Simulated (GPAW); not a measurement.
# TePb: band structure with PBEsol

**Measured values to compare with.**

From a printed reference work, monograph, for a bulk crystal of TePb at 4.2 K: band gap 0.19 eV (direct).

Crystal: TePb.

```
CELL_PARAMETERS angstrom
0.00000 3.23100 3.23100
3.23100 0.00000 3.23100
3.23100 3.23100 0.00000
ATOMIC_POSITIONS crystal
Pb 0.00000 0.00000 0.00000
Te 0.50000 0.50000 0.50000
```

```json
{
  "Program": "GPAW 26.7.0",
  "Task": "band structure",
  "Functional": "PBEsol",
  "Potentials or basis": "PAW data sets generated in the run's folder for this functional",
  "Cutoff": "600 eV",
  "Basis": "pw",
  "k mesh": "5 × 5 × 5",
  "Occupations": "fermi-dirac, width 0.05 eV",
  "Spin": "spin-orbit coupling, no magnetisation",
  "Maxiter": "150",
  "Band path": "GXWKGLUWLK,UX",
  "Band points": "80",
  "spin axis theta (degrees)": "0",
  "spin axis phi (degrees)": "0",
  "Soc after scf": "second variation"
}
```

```
Pressure                : -0.7 GPa
Band gap along the path : 0.13 eV, indirect (least direct gap 0.32 eV)
```

Levels at the corners of the path, in eV from the Fermi level:
```csv
point,band 16,band 17,band 18,band 19,band 20,band 21,band 22,band 23,band 24,band 25
Γ,-2.32,-1.01,-1.00,-1.00,-1.00,2.16,2.17,4.81,4.82,4.82
X,-4.68,-3.37,-3.37,-2.50,-2.50,3.15,3.15,4.23,4.23,6.27
W,-4.06,-3.89,-3.89,-0.41,-0.41,1.35,1.35,5.07,5.07,5.18
K,-4.31,-2.74,-2.74,-1.92,-1.92,2.83,2.83,4.04,4.04,5.06
Γ,-2.32,-1.01,-1.00,-1.00,-1.00,2.16,2.17,4.81,4.82,4.82
L,-1.36,-0.67,-0.67,-0.40,-0.40,0.05,0.05,1.24,1.24,1.82
U,-4.31,-2.74,-2.74,-1.92,-1.92,2.83,2.83,4.04,4.04,5.06
W,-4.06,-3.89,-3.89,-0.41,-0.41,1.35,1.35,5.07,5.07,5.18
L,-1.36,-0.67,-0.67,-0.40,-0.40,0.05,0.05,1.24,1.24,1.82
K,-4.31,-2.74,-2.74,-1.92,-1.92,2.83,2.83,4.04,4.04,5.06
U,-4.31,-2.74,-2.74,-1.92,-1.92,2.83,2.83,4.04,4.04,5.06
X,-4.68,-3.37,-3.37,-2.50,-2.50,3.15,3.15,4.23,4.23,6.27
```

It took 70 s on 1 thread of Arm Neoverse V2, on a shared host, peak memory 0.33 GiB.

Against the measured direct gap of TePb, 0.19 eV (direct; 4.2 K; a printed reference work, monograph), the calculated 0.32 eV is off by +0.13 eV. The value is that of PBEsol, without temperature or zero-point motion.

Caveat: this odd mesh misses L, where the gap lies, so gap, dielectric constants and Born charges aren't listed; spin-orbit coupling was added after a scalar SCF, so levels and gaps hold it while energy, forces, pressure and moments don't; this program's spin-orbit splittings come out too wide for heavy elements.
